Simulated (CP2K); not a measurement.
# Te2Mo (P6_3/mmc) in CP2K: further runs, part 2 of 3

CP2K 2026.2. Earlier steps stand in the parts before.

### 3 Band structure, LDA

Contents of te2mo_bands.inp:

```
&GLOBAL
  PROJECT te2mo_bands
  RUN_TYPE ENERGY_FORCE
  PRINT_LEVEL LOW
&END GLOBAL
&FORCE_EVAL
  METHOD QS
  STRESS_TENSOR ANALYTICAL
  &DFT
    BASIS_SET_FILE_NAME BASIS_MOLOPT_UZH
    POTENTIAL_FILE_NAME GTH_POTENTIALS
    &MGRID
      CUTOFF 450
      REL_CUTOFF 60
      NGRIDS 4
    &END MGRID
    &QS
      METHOD GPW
      EPS_DEFAULT 1.0E-9
    &END QS
    &KPOINTS
      SCHEME MONKHORST-PACK 9 9 2
      GAMMA_CENTERED T
      SYMMETRY T
      SYMMETRY_BACKEND SPGLIB
    &END KPOINTS
    &SCF
      SCF_GUESS ATOMIC
      EPS_SCF 1.0E-6
      MAX_SCF 100
      ADDED_MOS 24
      CHOLESKY OFF
      EPS_EIGVAL 1.0E-7
      &DIAGONALIZATION ON
        ALGORITHM STANDARD
      &END DIAGONALIZATION
      &MIXING ON
        METHOD BROYDEN_MIXING
        ALPHA 0.4
        BETA 1.5
        NBUFFER 8
      &END MIXING
      &SMEAR ON
        METHOD FERMI_DIRAC
        ELECTRONIC_TEMPERATURE 300.56
      &END SMEAR
    &END SCF
    &XC
      &XC_FUNCTIONAL
        &LDA_X
        &END LDA_X
        &LDA_C_PW
        &END LDA_C_PW
      &END XC_FUNCTIONAL
    &END XC
    &PRINT
      &KPOINTS ON
      &END KPOINTS
      &MULLIKEN ON
      &END MULLIKEN
      &MO ON
        ENERGIES T
        OCCUPATION_NUMBERS T
        &EACH
          QS_SCF 0
        &END EACH
        ADD_LAST NUMERIC
      &END MO
      &LOWDIN ON
      &END LOWDIN
      &HIRSHFELD ON
        SHAPE_FUNCTION DENSITY
      &END HIRSHFELD
      &BAND_STRUCTURE
        FILE_NAME bands.bs
        ADDED_MOS 4
        &KPOINT_SET
          UNITS B_VECTOR
          NPOINTS 10
          SPECIAL_POINT GAMMA 0.00000000 0.00000000 0.00000000
          SPECIAL_POINT M 0.50000000 0.00000000 0.00000000
          SPECIAL_POINT K 0.33333333 0.33333333 0.00000000
          SPECIAL_POINT GAMMA 0.00000000 0.00000000 0.00000000
          SPECIAL_POINT A 0.00000000 0.00000000 0.50000000
          SPECIAL_POINT L 0.50000000 0.00000000 0.50000000
          SPECIAL_POINT H 0.33333333 0.33333333 0.50000000
          SPECIAL_POINT A 0.00000000 0.00000000 0.50000000
        &END KPOINT_SET
        &KPOINT_SET
          UNITS B_VECTOR
          NPOINTS 10
          SPECIAL_POINT L 0.50000000 0.00000000 0.50000000
          SPECIAL_POINT M 0.50000000 0.00000000 0.00000000
        &END KPOINT_SET
        &KPOINT_SET
          UNITS B_VECTOR
          NPOINTS 10
          SPECIAL_POINT K 0.33333333 0.33333333 0.00000000
          SPECIAL_POINT H 0.33333333 0.33333333 0.50000000
        &END KPOINT_SET
      &END BAND_STRUCTURE
    &END PRINT
  &END DFT
  &SUBSYS
    &CELL
      ABC 3.5182000000 3.5182000000 13.9736000000
      ALPHA_BETA_GAMMA 90.0000000000 90.0000000000 120.0000000000
      PERIODIC XYZ
    &END CELL
    &COORD
      SCALED
      Te  0.6666666667 0.3333333333 0.3790000000
      Te  0.3333333333 0.6666666667 0.8790000000
      Te  0.6666666667 0.3333333333 0.1210000000
      Te  0.3333333333 0.6666666667 0.6210000000
      Mo  0.6666666667 0.3333333333 0.7500000000
      Mo  0.3333333333 0.6666666667 0.2500000000
    &END COORD
    &KIND Te
      BASIS_SET TZVP-MOLOPT-PBE-GTH-q6
      POTENTIAL GTH-PADE-q6
    &END KIND
    &KIND Mo
      BASIS_SET TZVP-MOLOPT-PBE-GTH-q14
      POTENTIAL GTH-PADE-q14
    &END KIND
    &PRINT
      &ATOMIC_COORDINATES ON
      &END ATOMIC_COORDINATES
      &CELL ON
      &END CELL
      &SYMMETRY ON
      &END SYMMETRY
    &END PRINT
  &END SUBSYS
  &PRINT
    &FORCES ON
    &END FORCES
    &STRESS_TENSOR ON
    &END STRESS_TENSOR
  &END PRINT
&END FORCE_EVAL
```

Potentials or basis: GTH_POTENTIALS Te GTH-PADE-q6, Mo GTH-PADE-q14; TZVP-MOLOPT-PBE-GTH basis.

Run with:

```sh
> OMP_NUM_THREADS=1 mpirun -n 4 cp2k.psmp -i te2mo_bands.inp -o te2mo_bands.out
```

te2mo_bands.out:

```text

 CP2K| version string:                                       CP2K version 2026.2
 CP2K| Input file name                                           te2mo_bands.inp

 GLOBAL| Force Environment number                                              1
 GLOBAL| Basis set file name                                    BASIS_MOLOPT_UZH
 GLOBAL| Potential file name                                      GTH_POTENTIALS
 GLOBAL| MM Potential file name                                     MM_POTENTIAL
 GLOBAL| Coordinate file name                                      __STD_INPUT__
 GLOBAL| Method name                                                        CP2K
 GLOBAL| Project name                                                te2mo_bands
 GLOBAL| Run type                                                   ENERGY_FORCE
 GLOBAL| FFT library                                                       FFTW3
 GLOBAL| Diagonalization library                                       ScaLAPACK
 GLOBAL| Cholesky decomposition library                                ScaLAPACK
 GLOBAL| DGEMM library                                                      BLAS
 GLOBAL| Direct generalized diagonalization requested                          F
 GLOBAL| Matrix multiplication library                                 ScaLAPACK
 GLOBAL| Global print level                                                  LOW
 GLOBAL| Total number of message passing processes                             4
 GLOBAL| Number of threads for this process                                    1
 GLOBAL| CPU model name                                 Intel(R) Xeon(R) 6975P-C

 CELL| Volume [angstrom^3]:                                           149.789023
 CELL| Vector a [angstrom]:       3.518     0.000     0.000   |a| =     3.518200
 CELL| Vector b [angstrom]:      -1.759     3.047     0.000   |b| =     3.518200
 CELL| Vector c [angstrom]:       0.000     0.000    13.974   |c| =    13.973600
 CELL| Angle (b,c), alpha [degree]:                                    90.000000
 CELL| Angle (a,c), beta  [degree]:                                    90.000000
 CELL| Angle (a,b), gamma [degree]:                                   120.000000
 CELL| Numerically orthorhombic:                                              NO
 CELL| Periodicity                                                           XYZ

 CELL_REF| Volume [angstrom^3]:                                       149.789023
 CELL_REF| Vector a [angstrom     3.518     0.000     0.000   |a| =     3.518200
 CELL_REF| Vector b [angstrom    -1.759     3.047     0.000   |b| =     3.518200
 CELL_REF| Vector c [angstrom     0.000     0.000    13.974   |c| =    13.973600
 CELL_REF| Angle (b,c), alpha [degree]:                                90.000000
[... 517 lines left out ...]
 !-----------------------------------------------------------------------------!

 LOWDIN POPULATION ANALYSIS

 #  Atom  Element  Kind  Atomic population                           Net charge
       1     Te       1          4.702435                              1.297565
       2     Te       1          4.702435                              1.297565
       3     Te       1          4.702435                              1.297565
       4     Te       1          4.702435                              1.297565
       5     Mo       2         16.595130                             -2.595130
       6     Mo       2         16.595130                             -2.595130
 # Total charge                             52.000000                  0.000000

 KPOINTS| Band Structure Calculation
 KPOINTS| Number of k-point sets                                               3
 KPOINTS| Number of added MOs/bands                                            4
 KPOINTS| Number of k-points in set    1                                      71
 KPOINTS| In units of b-vector [2pi/Bohr]
 KPOINTS| Special point     1       GAMMA     0.000000     0.000000     0.000000
 KPOINTS| Special point     2           M     0.500000     0.000000     0.000000
 KPOINTS| Special point     3           K     0.333333     0.333333     0.000000
 KPOINTS| Special point     4       GAMMA     0.000000     0.000000     0.000000
 KPOINTS| Special point     5           A     0.000000     0.000000     0.500000
 KPOINTS| Special point     6           L     0.500000     0.000000     0.500000
 KPOINTS| Special point     7           H     0.333333     0.333333     0.500000
 KPOINTS| Special point     8           A     0.000000     0.000000     0.500000
 KPOINTS| Number of k-points in set    2                                      11
 KPOINTS| In units of b-vector [2pi/Bohr]
 KPOINTS| Special point     1           L     0.500000     0.000000     0.500000
 KPOINTS| Special point     2           M     0.500000     0.000000     0.000000
 KPOINTS| Number of k-points in set    3                                      11
 KPOINTS| In units of b-vector [2pi/Bohr]
 KPOINTS| Special point     1           K     0.333333     0.333333     0.000000
 KPOINTS| Special point     2           H     0.333333     0.333333     0.500000

 ENERGY| Total FORCE_EVAL ( QS ) energy [hartree]           -169.467859071691890

 FORCES| Atomic forces [hartree/bohr]
 FORCES|   Atom     x               y               z               |f|
 FORCES|      1  1.83893043E-09 -6.43160840E-07 -9.08164521E-04   9.08164748E-04
 FORCES|      2 -1.83732414E-09  6.43145478E-07 -9.08163882E-04   9.08164110E-04
 FORCES|      3  1.83877344E-09 -6.43161090E-07  9.08164348E-04   9.08164576E-04
 FORCES|      4 -1.83745836E-09  6.43145214E-07  9.08164053E-04   9.08164280E-04
 FORCES|      5 -1.08851349E-09  1.37388476E-09 -1.79303179E-10   1.76197916E-09
 FORCES|      6  1.08452849E-09 -1.34293518E-09  1.79332306E-10   1.73546450E-09
 FORCES| Sum    -1.06363975E-12 -2.87655500E-13 -1.81073369E-12
 FORCES| Total atomic force                                       2.11963009E-12

 STRESS| Analytical stress tensor [bar]
 STRESS|                        x                   y                   z
 STRESS|      x       -1.55326113357E+04  -6.65557439663E-03   4.86658429036E-08
 STRESS|      y       -6.65557439663E-03  -1.55301416136E+04   1.15318478176E-07
 STRESS|      z        4.86658429036E-08   1.15318478176E-07  -1.04662384535E+04
 STRESS| 1/3 Trace                                            -1.38429971343E+04
 STRESS| Determinant                                          -2.52470427996E+12

 STRESS| Eigenvectors and eigenvalues of the analytical stress tensor [bar]
 STRESS|                        1                   2                   3
 STRESS| Eigenvalues  -1.55326113537E+04  -1.55301415956E+04  -1.04662384535E+04
 STRESS|      x           0.999996368917     -0.002694838285      0.000000000010
 STRESS|      y           0.002694838285      0.999996368917      0.000000000023
 STRESS|      z          -0.000000000010     -0.000000000023      1.000000000000
```

Wall time 17 s (4 MPI ranks of Intel Xeon 6975P-C (Granite Rapids), shared host).

Results:

| Property | Result |
| --- | --- |
| Free energy | -4611.4550 eV |
| Pressure | -1.4 GPa |
| Largest force | 0.047 eV/Å |
| Band gap along the path | 0.67 eV, indirect (least direct gap 1.04 eV) |
| Mulliken charges | Te +0.58; Mo -1.16 e |
| Hirshfeld charges | Te -0.04; Mo +0.09 e |

Forces on the atoms (eV/Å):
```
Te   0.000  0.000 -0.047
Te   0.000  0.000 -0.047
Te   0.000  0.000  0.047
Te   0.000  0.000  0.047
Mo   0.000  0.000  0.000
Mo   0.000  0.000  0.000
```

Levels at the corners of the path, in eV from the valence-band top:
```
point  band 24  band 25  band 26  band 27  band 28  band 29
    Γ    -1.06    -0.40     0.00     2.85     2.85     2.97
    M    -0.97    -0.68    -0.40     1.27     1.33     1.42
    K    -1.91    -0.31    -0.09     0.95     0.95     1.11
    Γ    -1.06    -0.40     0.00     2.85     2.85     2.97
    A    -1.08    -0.10    -0.10     2.88     2.88     2.88
    L    -0.99    -0.54    -0.54     1.30     1.30     1.61
    H    -2.07    -0.22    -0.22     0.96     0.96     1.59
    A    -1.08    -0.10    -0.10     2.88     2.88     2.88
    L    -0.99    -0.54    -0.54     1.30     1.30     1.61
    M    -0.97    -0.68    -0.40     1.27     1.33     1.42
    K    -1.91    -0.31    -0.09     0.95     0.95     1.11
    H    -2.07    -0.22    -0.22     0.96     0.96     1.59
```

Caveat: Mulliken charges move with the basis; spin-orbit coupling is left out, which moves the levels of the heavy elements; the basis of atomic orbitals isn't converged, which shifts pressures, moduli and gaps.

### 4 Band structure, r2SCAN

te2mo_bands.inp, as its differences from that of step 3:

```diff
@@ -10,7 +10,7 @@
     BASIS_SET_FILE_NAME BASIS_MOLOPT_UZH
-    POTENTIAL_FILE_NAME GTH_POTENTIALS
+    POTENTIAL_FILE_NAME POTENTIAL_UZH
     &MGRID
-      CUTOFF 450
+      CUTOFF 675
       REL_CUTOFF 60
-      NGRIDS 4
+      NGRIDS 5
     &END MGRID
@@ -44,3 +44,3 @@
         METHOD FERMI_DIRAC
-        ELECTRONIC_TEMPERATURE 300.56
+        ELECTRONIC_TEMPERATURE [K] 580.226
       &END SMEAR
@@ -49,6 +49,6 @@
       &XC_FUNCTIONAL
-        &LDA_X
-        &END LDA_X
-        &LDA_C_PW
-        &END LDA_C_PW
+        &MGGA_X_R2SCAN
+        &END MGGA_X_R2SCAN
+        &MGGA_C_R2SCAN
+        &END MGGA_C_R2SCAN
       &END XC_FUNCTIONAL
@@ -68,10 +68,5 @@
       &END MO
-      &LOWDIN ON
-      &END LOWDIN
-      &HIRSHFELD ON
-        SHAPE_FUNCTION DENSITY
-      &END HIRSHFELD
       &BAND_STRUCTURE
         FILE_NAME bands.bs
-        ADDED_MOS 4
+        ADDED_MOS 6
         &KPOINT_SET
@@ -105,4 +100,5 @@
     &CELL
-      ABC 3.5182000000 3.5182000000 13.9736000000
-      ALPHA_BETA_GAMMA 90.0000000000 90.0000000000 120.0000000000
+      A 3.5182000000 0.0000000000 0.0000000000
+      B -1.7591000000 3.0468505756 0.0000000000
+      C 0.0000000000 0.0000000000 13.9736000000
       PERIODIC XYZ
@@ -110,17 +106,16 @@
     &COORD
-      SCALED
-      Te  0.6666666667 0.3333333333 0.3790000000
-      Te  0.3333333333 0.6666666667 0.8790000000
-      Te  0.6666666667 0.3333333333 0.1210000000
-      Te  0.3333333333 0.6666666667 0.6210000000
-      Mo  0.6666666667 0.3333333333 0.7500000000
-      Mo  0.3333333333 0.6666666667 0.2500000000
+      Te  1.7591000002 1.0156168584 5.2959944000
+      Te  -0.0000000002 2.0312337172 12.2827944000
+      Te  1.7591000002 1.0156168584 1.6908056000
+      Te  -0.0000000002 2.0312337172 8.6776056000
+      Mo  1.7591000002 1.0156168584 10.4802000000
+      Mo  -0.0000000002 2.0312337172 3.4934000000
     &END COORD
     &KIND Te
-      BASIS_SET TZVP-MOLOPT-PBE-GTH-q6
-      POTENTIAL GTH-PADE-q6
+      BASIS_SET TZVP-MOLOPT-SCAN-GTH-q6
+      POTENTIAL GTH-SCAN-q6
     &END KIND
     &KIND Mo
-      BASIS_SET TZVP-MOLOPT-PBE-GTH-q14
-      POTENTIAL GTH-PADE-q14
+      BASIS_SET TZVP-MOLOPT-SCAN-GTH-q14
+      POTENTIAL GTH-SCAN-q14
     &END KIND
```

Potentials or basis: POTENTIAL_UZH Te GTH-SCAN-q6, Mo GTH-SCAN-q14; TZVP-MOLOPT-SCAN-GTH basis.

Run with:

```sh
> OMP_NUM_THREADS=1 mpirun -n 4 cp2k.psmp -i te2mo_bands.inp -o te2mo_bands.out
```

Wall time 39 s (4 MPI ranks of Intel Xeon 6975P-C (Granite Rapids), shared host).

It converged, with:

```
Free energy             : -4577.1105 eV
Pressure                : 3.7 GPa
Largest force           : 0.085 eV/Å
Band gap along the path : 0.81 eV, indirect (least direct gap 1.13 eV)
Mulliken charges        : Te +0.23; Mo -0.45 e
```

Forces on the atoms (eV/Å):
```
Te   0.000  0.000  0.085
Te   0.000  0.000  0.085
Te   0.000  0.000 -0.085
Te   0.000  0.000 -0.085
Mo   0.000  0.000 -0.009
Mo   0.000  0.000  0.009
```

Stress tensor (GPa, compression positive):
```
4.02 0.00 0.00
0.00 4.02 0.00
0.00 0.00 2.97
```

Levels at the corners of the path, in eV from the valence-band top:
```
point  band 22  band 23  band 24  band 25  band 26  band 27  band 28  band 29  band 30  band 31
    Γ    -1.15    -1.15    -1.09    -0.46     0.00     2.94     2.94     3.06     3.06     3.15
    M    -2.00    -1.04    -0.98    -0.75    -0.47     1.36     1.43     1.55     1.88     2.82
    K    -3.36    -2.05    -2.05    -0.28    -0.07     1.05     1.05     1.28     2.29     2.45
    Γ    -1.15    -1.15    -1.09    -0.46     0.00     2.94     2.94     3.06     3.06     3.15
    A    -1.17    -1.17    -1.17    -0.11    -0.11     2.97     2.97     2.97     2.97     3.31
    L    -2.11    -1.00    -1.00    -0.61    -0.61     1.39     1.39     1.74     1.74     3.28
    H    -2.96    -2.21    -2.21    -0.20    -0.20     1.06     1.06     1.74     1.74     2.52
    A    -1.17    -1.17    -1.17    -0.11    -0.11     2.97     2.97     2.97     2.97     3.31
    L    -2.11    -1.00    -1.00    -0.61    -0.61     1.39     1.39     1.74     1.74     3.28
    M    -2.00    -1.04    -0.98    -0.75    -0.47     1.36     1.43     1.55     1.88     2.82
    K    -3.36    -2.05    -2.05    -0.28    -0.07     1.05     1.05     1.28     2.29     2.45
    H    -2.96    -2.21    -2.21    -0.20    -0.20     1.06     1.06     1.74     1.74     2.52
```

Caveat: Mulliken charges move with the basis; spin-orbit coupling is left out, which moves the levels of the heavy elements; the basis of atomic orbitals isn't converged, which shifts pressures, moduli and gaps.

(Part 2 of 3 ends here.)
